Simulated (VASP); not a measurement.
# FeSi23 (a cell with a defect) in VASP: notebook, part 2 of 2

VASP 6.6.1. Earlier steps stand in the parts before.

## (3) Single point, PBEsol+U, collinear spin, ferromagnetic start

INCAR

```
PREC = Accurate
ENCUT = 350
EDIFF = 1E-5
ISMEAR = 0
SIGMA = 0.03
LREAL = Auto
LASPH = T
NELM = 120
ALGO = Normal
ISIF = 2
LWAVE = F
LCHARG = F
ISPIN = 2
MAGMOM = 0.4 0 0 0 0 0 0 0 0 0 0 0 0 0 0 0 0 0 0 0 0 0 0 0
LORBIT = 11
LMAXMIX = 4
LDAU = T
LDAUTYPE = 2
LDAUL = 2 -1
LDAUU = 4 0
LDAUJ = 0 0
LDAUPRINT = 1
GGA = PS
KPAR = 4
```

KPOINTS

```
Automatic mesh
0
Gamma
  2 3 3
```

POSCAR

```
FeSi23
1.0
    0.0000000000      8.1555000000      8.1555000000
    5.4370000000      0.0000000000      5.4370000000
    5.4370000000      5.4370000000      0.0000000000
Fe Si
1 23
Direct
    0.0000000000      0.0000000000      0.0000000000
    0.0000000000      0.0000000000      0.5000000000
    0.0000000000      0.5000000000      0.0000000000
    0.0000000000      0.5000000000      0.5000000000
    0.3333330000      0.0000000000      0.0000000000
    0.3333330000      0.0000000000      0.5000000000
    0.3333330000      0.5000000000      0.0000000000
    0.3333330000      0.5000000000      0.5000000000
    0.6666670000      0.0000000000      0.0000000000
    0.6666670000      0.0000000000      0.5000000000
    0.6666670000      0.5000000000      0.0000000000
    0.6666670000      0.5000000000      0.5000000000
    0.0833333333      0.1250000000      0.1250000000
    0.0833333333      0.1250000000      0.6250000000
    0.0833333333      0.6250000000      0.1250000000
    0.0833333333      0.6250000000      0.6250000000
    0.4166663333      0.1250000000      0.1250000000
    0.4166663333      0.1250000000      0.6250000000
    0.4166663333      0.6250000000      0.1250000000
    0.4166663333      0.6250000000      0.6250000000
    0.7500003333      0.1250000000      0.1250000000
    0.7500003333      0.1250000000      0.6250000000
    0.7500003333      0.6250000000      0.1250000000
    0.7500003333      0.6250000000      0.6250000000
```

Potentials or basis: VASP PAW PBE potentials, release 64 (Fe, Si).

The run is started by

```bash
cat potpaw_PBE.64/Fe/POTCAR potpaw_PBE.64/Si/POTCAR > POTCAR
mpirun -np 4 vasp_std > vasp.out
```

OUTCAR:

```text
PREC = Accurate
   ENCUT = 350
   EDIFF = 1E-5
   ISMEAR = 0
   LREAL = Auto
   LASPH = T
   NELM = 120
   ISIF = 2
   ISPIN = 2
   LORBIT = 11
   GGA = PS

 ion  position               nearest neighbor table
   1  0.000  0.000  0.000-  21 2.35  13 2.35  15 2.35  14 2.35
   2  0.000  0.000  0.500-  22 2.35  14 2.35  16 2.35  13 2.35
   3  0.000  0.500  0.000-  23 2.35  15 2.35  13 2.35  16 2.35
   4  0.000  0.500  0.500-  24 2.35  16 2.35  14 2.35  15 2.35
   5  0.333  0.000  0.000-  13 2.35  17 2.35  19 2.35  18 2.35
   6  0.333  0.000  0.500-  14 2.35  18 2.35  20 2.35  17 2.35
[... 16 lines left out ...]
  23  0.750  0.625  0.125-   3 2.35  11 2.35   9 2.35  12 2.35
  24  0.750  0.625  0.625-   4 2.35  12 2.35  11 2.35  10 2.35

  LATTYP: Found a face centered orthorhombic cell.
 ALAT       =     7.6890791386
 B/A-ratio  =     1.7320508076
 C/A-ratio  =     2.4494897428

  Lattice vectors:

 A1 = (   0.0000000000,   8.1555000000,   8.1555000000)
 A2 = (  -5.4370000000,   2.7185000000,   8.1555000000)
 A3 = (   5.4370000000,   0.0000000000,   5.4370000000)

Analysis of symmetry for initial positions (statically):
=====================================================================
 Subroutine PRICEL returns:
 Original cell was already a primitive cell.

 Routine SETGRP: Setting up the symmetry group for a
 face centered orthorhombic supercell.

 Subroutine GETGRP returns: Found  2 space group operations
 (whereof  2 operations were pure point group operations)
 out of a pool of  8 trial point group operations.

The static configuration has the point symmetry C_1h.

Analysis of symmetry for dynamics (positions and initial velocities):
=====================================================================
 Subroutine PRICEL returns:
 Original cell was already a primitive cell.

 Routine SETGRP: Setting up the symmetry group for a
 face centered orthorhombic supercell.

 Subroutine GETGRP returns: Found  2 space group operations
 (whereof  2 operations were pure point group operations)
 out of a pool of  8 trial point group operations.

The dynamic configuration has the point symmetry C_1h.

Analysis of structural, dynamic, and magnetic symmetry:
=====================================================================
 Subroutine PRICEL returns:
 Original cell was already a primitive cell.

 Routine SETGRP: Setting up the symmetry group for a
 face centered orthorhombic supercell.

 Subroutine GETGRP returns: Found  2 space group operations
 (whereof  2 operations were pure point group operations)
 out of a pool of  8 trial point group operations.

[... 199 lines left out ...]
  o =  0.4966  v = -0.5776 -0.5755  0.0195 -0.5776 -0.0337  0.0000  0.0000  0.0000  0.0000  0.0000      0.0000  0.0000  0.0000  0.0000  0.0000  0.0000  0.0000  0.0000  0.0000  0.0000
  o =  0.5133  v =  0.7070  0.0000  0.0122 -0.7070  0.0070  0.0000  0.0000  0.0000  0.0000  0.0000      0.0000  0.0000  0.0000  0.0000  0.0000  0.0000  0.0000  0.0000  0.0000  0.0000
  o =  0.5213  v =  0.0000  0.0000  0.0000  0.0000  0.0000  0.2549 -0.9327  0.0067  0.2549 -0.0116      0.0000  0.0000  0.0000  0.0000  0.0000  0.0000  0.0000  0.0000  0.0000  0.0000
  o =  0.5217  v =  0.0000  0.0000  0.0000  0.0000  0.0000 -0.7070  0.0000 -0.0143  0.7070 -0.0082      0.0000  0.0000  0.0000  0.0000  0.0000  0.0000  0.0000  0.0000  0.0000  0.0000
  o =  0.5238  v =  0.4074 -0.8174  0.0023  0.4074 -0.0041  0.0000  0.0000  0.0000  0.0000  0.0000      0.0000  0.0000  0.0000  0.0000  0.0000  0.0000  0.0000  0.0000  0.0000  0.0000
  o =  0.8650  v =  0.0000  0.0000  0.0000  0.0000  0.0000  0.0117 -0.0000 -0.8659 -0.0117 -0.4999      0.0000  0.0000  0.0000  0.0000  0.0000  0.0000  0.0000  0.0000  0.0000  0.0000
  o =  0.8650  v =  0.0099 -0.0000 -0.8659 -0.0099 -0.5000  0.0000  0.0000  0.0000  0.0000  0.0000      0.0000  0.0000  0.0000  0.0000  0.0000  0.0000  0.0000  0.0000  0.0000  0.0000
  o =  0.8660  v =  0.0000  0.0000  0.0000  0.0000  0.0000 -0.0387 -0.0067  0.4992 -0.0387 -0.8647      0.0000  0.0000  0.0000  0.0000  0.0000  0.0000  0.0000  0.0000  0.0000  0.0000
  o =  0.8662  v = -0.0206 -0.0263 -0.4996 -0.0206  0.8654  0.0000  0.0000  0.0000  0.0000  0.0000      0.0000  0.0000  0.0000  0.0000  0.0000  0.0000  0.0000  0.0000  0.0000  0.0000

 number of electron      99.9999989 magnetization      -0.0001769

 Free energy of the ion-electron system (eV)
  ---------------------------------------------------
  ext. energy  EPLUGINS =         0.00000000
  ---------------------------------------------------
  free energy    TOTEN  =      -134.50978228 eV

  energy without entropy =     -134.50978228  energy(sigma->0) =     -134.50978228

 E-fermi :   5.3945     XC(G=0):  -9.5624

 val. band max:        5.2544773244   @ k =   0.0000   0.0000   0.0000
 cond. band min:       5.8248801503   @ k =   0.0000  -0.3333   0.3333
 fundamental gap:      0.5704028259
 Fermi energy:         5.3945037216

 spin component 1

 k-point     1 :       0.0000    0.0000    0.0000
  band No.  band energies     occupation
      1      -6.3172      1.00000
      2      -5.0139      1.00000
      3      -4.8657      1.00000
      4      -4.0603      1.00000
      5      -4.0048      1.00000
      6      -3.9072      1.00000
[... 509 lines left out ...]
     61       8.7370      0.00000
     62       8.8926      0.00000
 Fermi energy:         5.3945037216

 spin component 2

 k-point     1 :       0.0000    0.0000    0.0000
  band No.  band energies     occupation
      1      -6.3172      1.00000
      2      -5.0141      1.00000
      3      -4.8653      1.00000
      4      -4.0601      1.00000
      5      -4.0049      1.00000
      6      -3.9075      1.00000
[... 509 lines left out ...]
     61       8.7369      0.00000
     62       8.8926      0.00000
 [bands above 62 left out]

------------------------ aborting loop because EDIFF is reached ----------------------------------------

  FORCE on cell =-STRESS in cart. coord.  units (eV):
  Direction    XX          YY          ZZ          XY          YZ          ZX
  --------------------------------------------------------------------------------------
  -------------------------------------------------------------------------------------
  Total       -3.8050682     -3.3648012     -3.3648012      0.3143279      0.0532903      0.3143236
  in kB      -12.6436879    -11.1807448    -11.1807448      1.0444660      0.1770759      1.0444515
  external PRESSURE =     -11.6683925 kB  Pullay stress =       0.0000000 kB

 VOLUME and BASIS-vectors are now :
 -----------------------------------------------------------------------------
  energy-cutoff  :      350.00
  volume of cell :      482.17
      direct lattice vectors                 reciprocal lattice vectors
     0.000000000  8.155500000  8.155500000    -0.061308320  0.061308320  0.061308320
     5.437000000  0.000000000  5.437000000     0.091962479 -0.091962479  0.091962479
     5.437000000  5.437000000  0.000000000     0.091962479  0.091962479 -0.091962479

 POSITION                                       TOTAL-FORCE (eV/Angst)
 -----------------------------------------------------------------------------------
      0.00000      0.00000      0.00000        -0.055429     -0.039862     -0.039862
      2.71850      2.71850      0.00000        -0.008030      0.029334     -0.112083
      2.71850      0.00000      2.71850        -0.008030     -0.112083      0.029334
      5.43700      2.71850      2.71850         0.137093      0.003046      0.003046
      0.00000      2.71850      2.71850        -0.048353      0.012198      0.012198
      2.71850      5.43700      2.71850         0.011580      0.072230     -0.020676
[... 16 lines left out ...]
      4.07775      6.79625      9.51475         0.004225     -0.015807     -0.034429
      6.79625      9.51475      9.51475         0.005318     -0.010373     -0.010373
 -----------------------------------------------------------------------------------
    total drift:                                0.001296     -0.000435     -0.000435

  FREE ENERGIE OF THE ION-ELECTRON SYSTEM (eV)
  ---------------------------------------------------
  free  energy   TOTEN  =      -134.5097822829 eV

  energy  without entropy=     -134.5097822828  energy(sigma->0) =     -134.50978228

 total charge

# of ion       s       p       d       tot
------------------------------------------
    1        0.469   0.311   6.502   7.282
    2        0.756   0.929   0.000   1.686
    3        0.756   0.929   0.000   1.686
    4        0.755   0.931   0.000   1.686
    5        0.755   0.933   0.000   1.688
    6        0.754   0.935   0.000   1.689
[... 16 lines left out ...]
   23        0.752   0.938   0.000   1.689
   24        0.751   0.939   0.000   1.690
--------------------------------------------------
tot         17.853  21.706   6.502  46.060

 magnetization (x)

# of ion       s       p       d       tot
------------------------------------------
    1        0.000   0.000  -0.003  -0.003
    2        0.000  -0.000   0.000  -0.000
    3        0.000  -0.000   0.000  -0.000
    4       -0.000   0.000   0.000   0.000
    5       -0.000  -0.001   0.000  -0.001
    6        0.000   0.000   0.000   0.000
[... 16 lines left out ...]
   23       -0.000   0.000   0.000   0.000
   24       -0.000   0.000   0.000   0.000
--------------------------------------------------
tot          0.000   0.002  -0.003  -0.001
```

It took 4.8 min on 4 MPI ranks of AMD EPYC 9R45 (Zen 5), shared host; peak memory 0.62 GiB.

What came out:

```yaml
Free_energy: -134.5098 eV
Pressure: -1.2 GPa
Largest_force: 0.907 eV/Å
Band_gap_on_the_k_mesh: 0.57 eV, indirect (least direct gap 0.68 eV)
Net_moment: 0.00 μB per cell
Valence_electrons_inside_the_program's_atomic_spheres: Fe 7.28; Si 1.69, 1.68
```

Forces in eV/Å, atoms in the order of the input:
```
Fe  -0.055 -0.040 -0.040
Si  -0.008  0.029 -0.112
Si  -0.008 -0.112  0.029
Si   0.137  0.003  0.003
Si  -0.048  0.012  0.012
Si   0.012  0.072 -0.021
Si   0.012 -0.021  0.072
Si  -0.004  0.008  0.008
Si  -0.071  0.085  0.085
Si  -0.049  0.085  0.051
Si  -0.049  0.051  0.085
Si  -0.001  0.017  0.017
Si  -0.522 -0.525 -0.525
Si   0.514  0.542 -0.506
Si   0.514 -0.506  0.542
Si  -0.002 -0.007 -0.007
Si   0.002 -0.014 -0.014
Si   0.043 -0.053 -0.020
Si   0.043 -0.020 -0.053
Si  -0.013 -0.014 -0.014
Si  -0.461  0.469  0.469
Si   0.004 -0.034 -0.016
Si   0.004 -0.016 -0.034
Si   0.005 -0.010 -0.010
```

Eigenvalues of the final occupation matrices:
```
    site  spin  trace               eigenvalues
site 1 d     1   3.26  0.50 0.51 0.52 0.87 0.87
site 1 d     2   3.27  0.49 0.52 0.52 0.86 0.87
```

Caveat: the PAW data sets were made with another functional, which shifts forces and pressure a little; the U is typed as a test and isn't derived for this compound. The state reached can hang on the start; a lower one may exist.
